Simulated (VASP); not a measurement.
Write the native input for VASP 6.6.1 that does the following.

| Property | Result |
| --- | --- |
| Task | single point |
| Functional | PBE |
| Potentials or basis | VASP PAW PBE potentials, release 64 (Ni) |
| Cutoff | 520 eV |
| k mesh | 13 × 13 × 13 |
| Occupations | gaussian, width 0.022 eV |
| Spin | collinear spin, ferromagnetic start |
| Starting moments | [1.0] μB |
| Further INCAR settings | ALGO = Fast; EDIFF = 1e-06 |

The structure of Ni lies in POSCAR:

```
Ni
1.0
    0.0000000000      1.7375729330      1.7375729330
    1.7375729330      0.0000000000      1.7375729330
    1.7375729330      1.7375729330      0.0000000000
Ni
1
Direct
    0.0000000000      0.0000000000      0.0000000000
```

One way to write it, as run:

INCAR

```
ALGO = Fast
EDIFF = 1E-6
ENCUT = 520
GGA = PE
ISIF = 2
ISMEAR = 0
ISPIN = 2
LASPH = True
LCHARG = False
LMAXMIX = 4
LORBIT = 11
LREAL = False
LWAVE = False
MAGMOM = 1
NELM = 100
PREC = Accurate
SIGMA = 0.022
```

KPOINTS

```
k-points
0
Gamma
  13 13 13
```

Potentials or basis: VASP PAW PBE potentials, release 64 (Ni).

Launch:

```bash
$ cat potpaw_PBE.64/Ni/POTCAR > POTCAR
$ mpirun -np 1 vasp_std > vasp.out
```

It gave:

- Pressure: 7.5 GPa
- Band gap on the k mesh: none (metal or under the smearing width)
- Net moment: 0.62 μB per cell
- Site moments: Ni +0.63 μB
- Valence electrons inside the program's atomic spheres: Ni 9.38

Wall time 14 s on 1 thread of Intel(R) Xeon(R) Platinum 8375C CPU @ 2.90GHz (Ice Lake), on a shared host, peak memory 0.13 GiB.
